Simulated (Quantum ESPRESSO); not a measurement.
## Ag in Quantum ESPRESSO: the effect of target pressure

Ag:

```xyz
1
Lattice="-1.6557 1.6557 1.6557 1.6557 -1.6557 1.6557 1.6557 1.6557 -1.6557" Properties=species:S:1:pos:R:3 pbc="T T T"
Ag    0.0000    0.0000    0.0000
```

This isn't the form of Ag at room conditions, which is fcc.

Alike in all runs:

| Quantity | Value |
| --- | --- |
| Program | Quantum ESPRESSO 7.5 |
| Task | relaxation of cell and atoms |
| Functional | PBE |
| Potentials or basis | SSSP 1.3 efficiency PBE |
| Cutoff | 939 eV |
| Density cutoff | 3755 eV |
| k mesh | 11 × 11 × 11 |
| Occupations | fermi-dirac, width 0.05 eV |
| Spin | no spin polarisation |

Each run relaxes the cell or the atoms first.

```csv
target pressure,relaxed volume (Å³/atom)
0 GPa,17.95
2 GPa,17.58
5 GPa,17.11
10 GPa,16.46
20 GPa,15.50
30 GPa,?
```

What does the run with target pressure 30 GPa give?

Relaxed volume 14.80 Å³/atom.

Worked out: In Murnaghan's law V^(-B') rises as a straight line in P. The other rows fit best with B' = 5.0, V0 = 17.95 Å³/atom and B0 = 92 GPa, which gives 14.80 Å³/atom at 30 GPa, against the run's 14.80.

Caveats: the volume moved by over 15 % at a fixed basis, so the end points are rough (some runs).
